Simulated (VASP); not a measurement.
Set up this calculation in VASP 6.6.1, as the native input.

| Property | Result |
| --- | --- |
| Task | relaxation of cell and atoms |
| Functional | PBE |
| Potentials or basis | VASP PAW PBE potentials, release 64 (Al, N) |
| Cutoff | 520 eV |
| k mesh | 3 × 3 × 1 |
| Occupations | gaussian, width 0.02 eV |
| Spin | no spin polarisation |
| Further INCAR settings | ALGO = Normal; EDIFF = 1e-07; IBRION = 2; EDIFFG = -0.002; NSW = 80; ISIF = 3 |

The structure of AlN lies in POSCAR:

```
AlN
1.0
    3.1130000000      0.0000000000      0.0000000000
   -1.5565000000      2.6959370800      0.0000000000
    0.0000000000      0.0000000000      4.9810000000
Al N
2 2
Direct
    0.3333333300      0.6666666700      0.0000000000
    0.6666666700      0.3333333300      0.5000000000
    0.3333333300      0.6666666700      0.3800000000
    0.6666666700      0.3333333300      0.8800000000
```

One way to write it, as run:

INCAR

```
SYSTEM = AlN
PREC = Accurate ; ENCUT = 520
EDIFF = 1E-7 ; ISMEAR = 0
SIGMA = 0.02 ; LREAL = .False.
LASPH = .True. ; NELM = 60
ALGO = Normal ; ISIF = 3
LWAVE = .False. ; LCHARG = .False.
GGA = PE ; IBRION = 2
NSW = 80 ; EDIFFG = -0.002
```

KPOINTS

```
regular mesh
0
Gamma
  3 3 1
  0 0 0
```

Potentials or basis: VASP PAW PBE potentials, release 64 (Al, N).

Launch:

```bash
$ cat potpaw_PBE.64/Al/POTCAR potpaw_PBE.64/N/POTCAR > POTCAR
$ mpirun -np 1 vasp_std > vasp.out
```

It gave:

| Item | Value |
| --- | --- |
| Relaxed volume | 10.61 Å³/atom |
| Relaxed cell | a = 3.152 Å, b = 3.152 Å, c = 4.934 Å, α = 90.00°, β = 90.00°, γ = 120.00° |
| Space group after relaxing (to 0.05 Å) | P6_3mc (No. 186) |
| Energy gained by relaxing | 5.8 meV/atom |
| Ionic steps | 7 |
| Pressure after relaxing | 0.0 GPa |
| Band gap on the k mesh | 3.92 eV, direct |

Caveat: the k mesh is coarse (spacing up to 1.26 Å⁻¹), so the values aren't converged.

Run time: 11 s on 1 thread of Intel(R) Xeon(R) Platinum 8488C (Sapphire Rapids) (shared host), peak memory 0.15 GiB.
